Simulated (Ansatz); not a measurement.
Set up this calculation in Ansatz 0.2.0, as the native input.

- Task: relaxation of cell and atoms
- Functional: revPBE
- Dispersion: D3(BJ)
- Potentials or basis: all-electron LAPW, scalar-relativistic
- Basis error allowed: 0.001 eV/atom
- k mesh: 11 × 11 × 11
- Occupations: fermi-dirac, width 0.05 eV
- Spin: collinear spin, ferromagnetic start
- Starting moments: [1.0, 0.0] μB

NiO:

```xyz
2
Lattice="0.0000 2.0859 2.0859 2.0859 0.0000 2.0859 2.0859 2.0859 0.0000" Properties=species:S:1:pos:R:3 pbc="T T T"
Ni    0.0000    0.0000    0.0000
O     2.0859    2.0859    2.0859
```

These files were run (other wordings do the same):

input.yaml

```yaml
crystal:
  lattice:
    - [0.0, 2.0859016414, 2.0859016414]
    - [2.0859016414, 0.0, 2.0859016414]
    - [2.0859016414, 2.0859016414, 0.0]
  atoms:
    - { symbol: Ni, position: [0.0, 0.0, 0.0], spin: 1.0 }
    - { symbol: O, position: [0.5, 0.5, 0.5] }
kpoints:
  mp_grid: { grid: [11, 11, 11] }
scf:
  occupations: { method: fermi_dirac, width: 0.05 }
hamiltonian:
  xc: revpbe
  dispersion: d3bj
  pseudopotentials: { kind: all_electron, lapw: { basis_error: 0.001 } }
magnetization:
  spin_polarized: true
output:
  forces: true
  stress: true
relax:
  f_tol: 0.005
  max_steps: 60
  cell: {}
```

Potentials or basis: all-electron LAPW, scalar-relativistic.

Command:

```console
$ ansatz run input.yaml --threads 2 --pin off --max-ram 6144MiB --backend cpu --events-out ev --progress --plain --runs-dir out
```

It gave:

| Item | Value |
| --- | --- |
| Relaxed volume | 9.27 Å³/atom |
| Relaxed cell | a = 2.971 Å, b = 2.971 Å, c = 2.971 Å, α = 60.00°, β = 60.00°, γ = 60.00° |
| Space group after relaxing (to 0.05 Å) | Fm-3m (No. 225) |
| Energy gained by relaxing | 3.0 meV/atom |
| Ionic steps | 5 |
| Pressure after relaxing | 0.0 GPa |
| Net moment | 1.88 μB per cell |
| Absolute moment | 1.88 μB per cell |
| Site moments | Ni +1.55; O +0.30 μB |

Caveat: a cell with one magnetic atom can't hold antiferromagnetic order, which such compounds often take.

Run time: 41 s on 2 threads of Intel(R) Xeon(R) Platinum 8259CL CPU @ 2.50GHz (Skylake/Cascade Lake), with other jobs on the host, peak memory 0.51 GiB.
